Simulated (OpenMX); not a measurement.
# Moving the volume of the cell in HfN

The structure is cubic, space group Pm-3m (No. 221). The conventional cell has a = 2.825 Å, b = 2.825 Å, c = 2.825 Å, α = 90.00°, β = 90.00°, γ = 90.00°. Around Hf (site symmetry m-3m) lie 8 N at 2.45 Å. N (site symmetry m-3m) has 8 Hf at 2.45 Å as nearest neighbours.

The cell comes from a database or a generator and needn't be the stable form of this composition.

Kept alike: task single point; functional PBE; k mesh 7 × 7 × 7; occupations fermi-dirac, width 0.05 eV; no spin polarisation. Program: OpenMX, OpenMX 2013 PBE set, Hf7.0-s3p2d2f1, N6.0-s2p2d1, grid cutoff 400 Ry. The mesh is that of the run's cell of 2 atoms. No spin-orbit coupling.

| run | pressure (GPa) | free energy over the lowest row (meV/atom) |
| --- | --- | --- |
| A | -16.72 | 57.04 |
| B | -2.43 | 0.00 |
| C | 35.17 | 124.37 |
| D | -10.40 | 18.54 |
| E | 7.33 | 6.31 |
| F | 19.63 | 48.06 |

Pressure is positive in compression. The cell shown is the unstrained one; x, y and z are its Cartesian axes; atoms keep their fractions. For a metal such a mesh leaves the last digits unconverged.

Task: The runs differ in the volume of the cell alone: 0.88; 0.92; 0.96; 1; 1.04; 1.08 times the cell shown. Which run is which?

Result: Run A is 1.08 times the cell shown; run B is 1 times the cell shown; run C is 0.88 times the cell shown; run D is 1.04 times the cell shown; run E is 0.96 times the cell shown; run F is 0.92 times the cell shown. The pressure falls from 35.17 to -16.72 GPa between 0.88 and 1.08 times the cell shown. The free energy is lowest at 1, and 124.37 meV an atom higher at 0.88.
